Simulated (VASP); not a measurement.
# ZrH (P4_2/mmc) in VASP: single point with LDA

Aim: the single point of ZrH with LDA.

Everything below comes from runs of VASP 6.6.1. Logs are shortened: lines on timing, memory, paths and dates and some standing lists are left out, and cuts for length are marked.

### 1 The crystal as given

It takes space group P4_2/mmc (No. 131, tetragonal). The conventional cell has a = 3.243 Å, b = 3.243 Å, c = 4.948 Å, α = 90.00°, β = 90.00°, γ = 90.00°. Zr (site symmetry mmm) is surrounded by 4 H at 2.04 Å. H (site symmetry -4m2) is surrounded by 4 Zr at 2.04 Å.

### 2 Single point, LDA

Input file INCAR:

```
PREC = Accurate ; ENCUT = 520
EDIFF = 1E-6 ; ISMEAR = 0
SIGMA = 0.1 ; LREAL = False
LASPH = True ; NELM = 100
ALGO = Fast ; ISIF = 2
LWAVE = False ; LCHARG = True
GGA = CA ; LELF = True
LVHAR = True ; NBANDS = 21
```

Input file KPOINTS:

```
Automatic mesh
0
Gamma
  6 6 4
```

Input file POSCAR:

```
ZrH
1.0
    3.2427916985      0.0000000000      0.0000000000
    0.0000000000      3.2427916985      0.0000000000
    0.0000000000      0.0000000000      4.9480000000
Zr H
2 2
Direct
    0.0000000000      0.5000000000      0.0000000000
    0.5000000000      0.0000000000      0.5000000000
    0.0000000000      0.0000000000      0.7500000000
    0.0000000000      0.0000000000      0.2500000000
```

Potentials or basis: VASP PAW LDA potentials, release 64 (Zr_sv, H).

Started as:

```
cat potpaw_LDA.64/Zr_sv/POTCAR potpaw_LDA.64/H/POTCAR > POTCAR
mpirun -np 1 vasp_std > vasp.out
```

OUTCAR:

```text
PREC = Accurate
   ENCUT = 520
   EDIFF = 1E-6
   ISMEAR = 0
   LREAL = False
   LASPH = True
   NELM = 100
   ISIF = 2
   GGA = CA

 ion  position               nearest neighbor table
   1  0.000  0.500  0.000-   3 2.04   4 2.04   3 2.04   4 2.04   2 3.37   2 3.37   2 3.37   2 3.37
                             2 3.37   2 3.37   2 3.37   2 3.37
   2  0.500  0.000  0.500-   3 2.04   4 2.04   3 2.04   4 2.04   1 3.37   1 3.37   1 3.37   1 3.37
                             1 3.37   1 3.37   1 3.37   1 3.37
   3  0.000  0.000  0.750-   1 2.04   2 2.04   1 2.04   2 2.04
   4  0.000  0.000  0.250-   1 2.04   2 2.04   1 2.04   2 2.04

  LATTYP: Found a simple tetragonal cell.
 ALAT       =     3.2427916985
 C/A-ratio  =     1.5258457712

  Lattice vectors:

 A1 = (   3.2427916985,   0.0000000000,   0.0000000000)
 A2 = (   0.0000000000,   3.2427916985,   0.0000000000)
 A3 = (   0.0000000000,   0.0000000000,   4.9480000000)

Analysis of symmetry for initial positions (statically):
=====================================================================
 Subroutine PRICEL returns:
 Original cell was already a primitive cell.

 Routine SETGRP: Setting up the symmetry group for a
 simple tetragonal supercell.

 Subroutine GETGRP returns: Found 16 space group operations
 (whereof  8 operations were pure point group operations)
 out of a pool of 16 trial point group operations.

The static configuration has the point symmetry D_2h.
 The point group associated with its full space group is D_4h.

Analysis of symmetry for dynamics (positions and initial velocities):
=====================================================================
 Subroutine PRICEL returns:
 Original cell was already a primitive cell.

 Routine SETGRP: Setting up the symmetry group for a
 simple tetragonal supercell.

 Subroutine GETGRP returns: Found 16 space group operations
 (whereof  8 operations were pure point group operations)
 out of a pool of 16 trial point group operations.

The dynamic configuration has the point symmetry D_2h.
 The point group associated with its full space group is D_4h.

 Subroutine INISYM returns: Found 16 space group operations
 (whereof  8 operations are pure point group operations),
 and found     1 'primitive' translations

----------------------------------------------------------------------------------------

                                     Primitive cell

  volume of cell :      52.0317

  direct lattice vectors                    reciprocal lattice vectors
     3.242791699  0.000000000  0.000000000     0.308376267  0.000000000  0.000000000
     0.000000000  3.242791699  0.000000000     0.000000000  0.308376267  0.000000000
     0.000000000  0.000000000  4.948000000     0.000000000  0.000000000  0.202101859

  length of vectors
     3.242791699  3.242791699  4.948000000     0.308376267  0.308376267  0.202101859

  position of ions in fractional coordinates (direct lattice)
     0.000000000  0.500000000  0.000000000
     0.500000000  0.000000000  0.500000000
     0.000000000  0.000000000  0.750000000
     0.000000000  0.000000000  0.250000000

  ion indices of the primitive-cell ions
   primitive index   ion index
                 1           1
                 2           2
                 3           3
                 4           4

----------------------------------------------------------------------------------------

 KPOINTS: Automatic mesh

Automatic generation of k-mesh.
 Grid dimensions read from file:
 generate k-points for:    6    6    4

 Generating k-lattice:

  Cartesian coordinates                     Fractional coordinates (reciprocal lattice)
     0.051396045  0.000000000  0.000000000     0.166666667  0.000000000  0.000000000
     0.000000000  0.051396045  0.000000000     0.000000000  0.166666667  0.000000000
     0.000000000  0.000000000  0.050525465     0.000000000  0.000000000  0.250000000

  Length of vectors
     0.051396045  0.051396045  0.050525465

  Shift w.r.t. Gamma in fractional coordinates (k-lattice)
     0.000000000  0.000000000  0.000000000

 Subroutine IBZKPT returns following result:
 ===========================================

 Found     30 irreducible k-points:

 Following reciprocal coordinates:
            Coordinates               Weight
  0.000000  0.000000  0.000000      1.000000
  0.166667  0.000000  0.000000      4.000000
  0.333333  0.000000  0.000000      4.000000
  0.500000  0.000000  0.000000      2.000000
  0.166667  0.166667  0.000000      4.000000
  0.333333  0.166667  0.000000      8.000000
[... 16 lines left out ...]
  0.333333  0.000000  0.500000      4.000000
  0.500000  0.000000  0.500000      2.000000
 [... further k-points ...]
   k-points           NKPTS =     30   k-points in BZ     NKDIM =     30   number of bands    NBANDS=     21
   number of dos      NEDOS =    301   number of ions     NIONS =      4
   total plane-waves  NPLWV =  23040
   dimension x,y,z NGX =    24 NGY =   24 NGZ =   40
   dimension x,y,z NGXF=    48 NGYF=   48 NGZF=   80
   ions per type =               2   2
   NGX,Y,Z   is equivalent  to a cutoff of  12.30, 12.30, 13.44 a.u.
   NGXF,Y,Z  is equivalent  to a cutoff of  24.61, 24.61, 26.88 a.u.
 SYSTEM =  unknown system
   PREC   = accura    normal or accurate (medium, high low for compatibility)
   ISTART =      0    job   : 0-new  1-cont  2-samecut
   ICHARG =      2    charge: 1-file 2-atom 10-const
   ISPIN  =      1    spin polarized calculation?
   LNONCOLLINEAR =      F non collinear calculations
   LSORBIT =      F    spin-orbit coupling
   LASPH  =      T    aspherical Exc in radial PAW
   ENCUT  =  520.0 eV  38.22 Ry    6.18 a.u.   6.03  6.03  9.20*2*pi/ulx,y,z
   NELM   =    100;   NELMIN=  2; NELMDL= -5     # of ELM steps
   EDIFF  = 0.1E-05   stopping-criterion for ELM
   LREAL  =      F    real-space projection
   EDIFFG = 0.1E-04   stopping-criterion for IOM
   NSW    =      0    number of steps for IOM
   IBRION =     -1    ionic relax: 0-MD 1-quasi-New 2-CG
   NFREE  =      0    steps in history (QN), initial steepest desc. (CG)
   ISIF   =      2    stress and relaxation
   ISYM   =      2    0-nonsym 1-usesym 2-fastsym
   POTIM  = 0.5000    time-step for ionic-motion
   TEBEG  =    0.0;   TEEND  =   0.0 temperature during run
   PSTRESS=    0.0 pullay stress
   NELECT =      26.0000    total number of electrons
   NUPDOWN=      -1.0000    fix difference up-down
   EMIN   =  10.00;   EMAX   =-10.00  energy-range for DOS
   EFERMI =   0.00;   METHOD = LEGACY
   ISMEAR =     0;   SIGMA  =   0.10  broadening in eV -4-tet -1-fermi 0-gaus
   EFERMI_NEDOS =   21; number of points for ismear=-14 and -15
   IALGO  =     68    algorithm
   IMIX   =      4    mixing-type and parameters
     AMIX     =   0.40;   BMIX     =  1.00
     AMIX_MAG =   1.60;   BMIX_MAG =  1.00
  volume/ion in A,a.u.               =      13.01        87.78
  Fermi-wavevector in a.u.,A,eV,Ry     =   1.299102  2.454947 22.962100  1.687667
  Thomas-Fermi vector in A             =   2.430388
   LORBIT       =      0    0 simple, 1 ext, 2 COOP (PROOUT), +10 PAW based schemes
   GGA     = CA    functional components
   LHFCALC =     F    Hartree Fock is set to
   AEXX    =    0.0000 exact exchange contribution
   IVDW    =     0    specifies the selected vdW correction
   LEPSILON=     F    determine dielectric tensor
   LRPA    =     F    only Hartree local field effects (RPA)
 non-spin polarized calculation
 RMM-DIIS sequential band-by-band and
 Gauss-broadening in eV      SIGMA  =   0.10
  energy-cutoff  :      520.00
  volume of cell :       52.03
 maximum number of plane-waves:      1416
   NGX = 13   NGY = 13   NGZ = 19

 number of electron      25.9999998 magnetization

 Free energy of the ion-electron system (eV)
  ---------------------------------------------------
  ext. energy  EPLUGINS =         0.00000000
  ---------------------------------------------------
  free energy    TOTEN  =       -27.50022632 eV

  energy without entropy =      -27.48814060  energy(sigma->0) =      -27.49418346

 E-fermi :   7.9927     XC(G=0): -11.2522

 val. band max:        7.9923152715   @ k =   0.1667   0.0000   0.5000
 cond. band min:       8.0276644757   @ k =   0.1667   0.1667   0.0000
 fundamental gap:      0.0353492042
 Fermi energy:         7.9926637465

 k-point     1 :       0.0000    0.0000    0.0000
  band No.  band energies     occupation
      1     -40.5953      2.00000
      2     -40.4853      2.00000
      3     -19.1253      2.00000
      4     -18.6137      2.00000
      5     -18.6137      2.00000
      6     -18.4163      2.00000
[... 13 lines left out ...]
     20      12.7365      0.00000
     21      14.3083      0.00000

 k-point     2 :       0.1667    0.0000    0.0000
  band No.  band energies     occupation
      1     -40.5772      2.00000
      2     -40.4816      2.00000
      3     -19.0636      2.00000
      4     -18.7411      2.00000
      5     -18.5922      2.00000
      6     -18.5177      2.00000
[... 13 lines left out ...]
     20      12.9852      0.00000
     21      14.7750      0.00000

 k-point     3 :       0.3333    0.0000    0.0000
  band No.  band energies     occupation
      1     -40.5353      2.00000
      2     -40.4797      2.00000
      3     -18.9920      2.00000
      4     -18.9043      2.00000
      5     -18.7771      2.00000
      6     -18.5451      2.00000
[... 13 lines left out ...]
     20      13.8114      0.00000
     21      14.5027      0.00000

 k-point     4 :       0.5000    0.0000    0.0000
  band No.  band energies     occupation
      1     -40.4995      2.00000
      2     -40.4934      2.00000
      3     -19.1155      2.00000
      4     -18.9004      2.00000
      5     -18.7289      2.00000
      6     -18.6895      2.00000
[... 13 lines left out ...]
     20      13.5836      0.00000
     21      15.6142      0.00000

 k-point     5 :       0.1667    0.1667    0.0000
  band No.  band energies     occupation
      1     -40.5600      2.00000
      2     -40.4771      2.00000
      3     -19.0072      2.00000
      4     -18.7749      2.00000
      5     -18.6678      2.00000
      6     -18.5617      2.00000
[... 13 lines left out ...]
     20      13.2611      0.00000
     21      15.6905      0.00000

 k-point     6 :       0.3333    0.1667    0.0000
  band No.  band energies     occupation
      1     -40.5208      2.00000
      2     -40.4726      2.00000
      3     -19.0042      2.00000
      4     -18.8634      2.00000
      5     -18.7850      2.00000
      6     -18.6485      2.00000
[... 13 lines left out ...]
     20      14.2797      0.00000
     21      14.7841      0.00000

 k-point     7 :       0.5000    0.1667    0.0000
  band No.  band energies     occupation
      1     -40.4880      2.00000
      2     -40.4834      2.00000
      3     -19.1276      2.00000
      4     -18.9011      2.00000
      5     -18.7062      2.00000
      6     -18.6765      2.00000
[... 13 lines left out ...]
     20      13.5739      0.00000
     21      16.1021      0.00000
[... 291 lines left out ...]
      1     -40.4533      2.00000
      2     -40.4533      2.00000
      3     -19.2119      2.00000
      4     -18.9495      2.00000
      5     -18.8931      2.00000
      6     -18.7235      2.00000
[... 13 lines left out ...]
     20      14.1826      0.00000
     21      15.0699      0.00000

 k-point    21 :       0.0000    0.0000    0.5000
  band No.  band energies     occupation
      1     -40.5405      2.00000
      2     -40.5405      2.00000
      3     -18.7853      2.00000
      4     -18.7853      2.00000
      5     -18.5561      2.00000
      6     -18.5561      2.00000
[... 13 lines left out ...]
     20      11.8996      0.00000
     21      15.8652      0.00000

 k-point    22 :       0.1667    0.0000    0.5000
  band No.  band energies     occupation
      1     -40.5303      2.00000
      2     -40.5288      2.00000
      3     -18.8934      2.00000
      4     -18.8223      2.00000
      5     -18.5756      2.00000
      6     -18.5459      2.00000
[... 13 lines left out ...]
     20      11.9644      0.00000
     21      15.4265      0.00000

 k-point    23 :       0.3333    0.0000    0.5000
  band No.  band energies     occupation
      1     -40.5097      2.00000
      2     -40.5051      2.00000
      3     -19.1450      2.00000
      4     -18.9694      2.00000
      5     -18.5688      2.00000
      6     -18.5277      2.00000
[... 13 lines left out ...]
     20      12.2017      0.00000
     21      14.3244      0.00000

 k-point    24 :       0.5000    0.0000    0.5000
  band No.  band energies     occupation
      1     -40.4993      2.00000
      2     -40.4932      2.00000
      3     -19.2724      2.00000
      4     -19.0624      2.00000
      5     -18.5589      2.00000
      6     -18.5207      2.00000
[... 13 lines left out ...]
     20      12.6216      0.00000
     21      13.5214      0.00000

 [... further k-points ...]

------------------------ aborting loop because EDIFF is reached ----------------------------------------

  FORCE on cell =-STRESS in cart. coord.  units (eV):
  Direction    XX          YY          ZZ          XY          YZ          ZX
  --------------------------------------------------------------------------------------
  -------------------------------------------------------------------------------------
  Total       -1.8052262     -1.8052262     -1.2659728      0.0000000      0.0000000      0.0000000
  in kB      -55.5871516    -55.5871516    -38.9822734      0.0000000      0.0000000      0.0000000
  external PRESSURE =     -50.0521922 kB  Pullay stress =       0.0000000 kB

 VOLUME and BASIS-vectors are now :
 -----------------------------------------------------------------------------
  energy-cutoff  :      520.00
  volume of cell :       52.03
      direct lattice vectors                 reciprocal lattice vectors
     3.242791699  0.000000000  0.000000000     0.308376267  0.000000000  0.000000000
     0.000000000  3.242791699  0.000000000     0.000000000  0.308376267  0.000000000
     0.000000000  0.000000000  4.948000000     0.000000000  0.000000000  0.202101859

 POSITION                                       TOTAL-FORCE (eV/Angst)
 -----------------------------------------------------------------------------------
      0.00000      1.62140      0.00000         0.000000      0.000000      0.000000
      1.62140      0.00000      2.47400         0.000000      0.000000      0.000000
      0.00000      0.00000      3.71100         0.000000      0.000000     -0.000000
      0.00000      0.00000      1.23700        -0.000000     -0.000000     -0.000000
 -----------------------------------------------------------------------------------
    total drift:                                0.000000      0.000000     -0.000000

  FREE ENERGIE OF THE ION-ELECTRON SYSTEM (eV)
  ---------------------------------------------------
  free  energy   TOTEN  =       -27.5002263247 eV

  energy  without entropy=      -27.4881406006  energy(sigma->0) =      -27.49418346
```

Wall time 20 s (1 thread of Intel Xeon 6975P-C (Granite Rapids), shared host); peak memory 0.15 GiB.

What came out:

| Property | Result |
| --- | --- |
| Free energy | -27.5002 eV |
| Pressure | -5.0 GPa |
| Band gap on the k mesh | none (metal or under the smearing width) |
